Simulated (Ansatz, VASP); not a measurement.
**One calculation of Lu, two programs**

File INCAR:

```
PREC = Accurate
ENCUT = 600
EDIFF = 1E-6
ISMEAR = -1
SIGMA = 0.05
LREAL = F
LASPH = T
NELM = 60
ALGO = Normal
ISIF = 3
LWAVE = F
LCHARG = F
GGA = PS
IBRION = 2
NSW = 60
EDIFFG = -0.01
PSTRESS = 0
```

File KPOINTS:

```
regular mesh
0
Gamma
  10 10 10
```

The input POSCAR:

```
Lu
1.0
   -1.9541071088      1.9541071088      1.9541071088
    1.9541071088     -1.9541071088      1.9541071088
    1.9541071088      1.9541071088     -1.9541071088
Lu
1
Direct
    0.0000000000      0.0000000000      0.0000000000
```

input.yaml

```yaml
crystal:
  lattice:
    - [-1.9541071088, 1.9541071088, 1.9541071088]
    - [1.9541071088, -1.9541071088, 1.9541071088]
    - [1.9541071088, 1.9541071088, -1.9541071088]
  atoms:
    - { symbol: Lu, position: [0.0, 0.0, 0.0] }
hamiltonian:
  xc: pbesol
  pseudopotentials: { kind: paw }
kpoints:
  mp_grid: { grid: [10, 10, 10] }
scf:
  occupations: { method: fermi_dirac, width: 0.05 }
output:
  forces: true
  stress: true
  eigenvalues: true
  write_density: true
  write_potential: true
  elf: true
  volumetric_format: npy
relax:
  f_tol: 0.01
  max_steps: 40
  cell: { stress_tol: 0.05 }
```

This isn't the form of Lu at room conditions, which is hcp.

Alike in both runs: task relaxation of cell and atoms; functional PBEsol; k mesh 10 × 10 × 10; occupations fermi-dirac, width 0.05 eV; no spin polarisation.

|  | VASP | Ansatz |
| --- | --- | --- |
| version | VASP 6.6.1 | Ansatz 0.2.0 |
| potentials or method | VASP PAW PBE potentials, release 64 (Lu) | Ansatz PAW |
| plane-wave cutoff (eV) | 600 | 420 |
| valence electrons in the cell | 25 | 25 |

|  | VASP | Ansatz | Ansatz less VASP |
| --- | --- | --- | --- |
| gap on the k mesh at the Fermi level, each at its own relaxed structure (eV) | none | none | - |
| relaxed volume (Å³/atom) | 28.03 | 27.91 | -0.126 |
| relaxed cell length with the largest relative difference (Å) | 3.315 | 3.310 | -0.0050 |
| energy change over the relaxation (meV/atom) | -16 | -18 | -2.1 |

A gap of «none» marks a metal or a gap that the smearing closes.

Caveats: the PAW data sets were made with another functional, which shifts forces and pressure a little (VASP); the plane-wave basis is chosen anew once the cell has moved, so the energies of steps on either side of that aren't comparable (Ansatz); the PAW data sets come from PBE, with cores solved anew for the run's functional, which leaves a small shift of forces and pressure (Ansatz). The runs have no spin-orbit coupling, so splittings on Lu are missing.
